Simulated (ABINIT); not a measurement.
ZrS2:

```
Zr S
1.0
     3.69138    0.00000    0.00000
    -1.84569    3.19683    0.00000
     0.00000    0.00000    6.04108
Zr S
1 2
Direct
  0.00000 0.00000 0.00000
  0.33333 0.66667 0.23791
  0.66667 0.33333 0.76209
```

The cell is a database's computed one.

Base run:

- Program: ABINIT 10.8.3 (patched build)
- Functional: BLYP
- Potentials or basis: JTH PAW PBE v2.0
- Cutoff: 544 eV
- k mesh: 8 × 8 × 5
- Occupations: fermi-dirac, width 0.05 eV
- Spin: no spin polarisation

Its results: band gap on the k mesh 1.09 eV, indirect (least direct gap 1.64 eV); pressure 4.1 GPa; largest force 0.268 eV/Å.

Question: After a change of settings the same cell gave: band gap on the k mesh 1.00 eV, indirect (least direct gap 1.59 eV); pressure -2.3 GPa; largest force 0.230 eV/Å. Which change was it?
A. functional from BLYP to LDA-PZ; potentials or basis from JTH PAW PBE v2.0 to JTH PAW LDA v2.0
B. functional from BLYP to AM05
C. functional from BLYP to PBE; k mesh from 8 × 8 × 5 to 3 × 3 × 2
D. functional from BLYP to PW91

Answer: B.

AM05 binds more tightly than BLYP, so the same cell stands under less pressure.

Caveats: the PAW data sets were made with another functional, which shifts forces and pressure a little; this functional lacks dispersion, which binds the layers, so the pressure and a relaxed spacing across them are unreliable.

Not every run made on this cell is shown here.
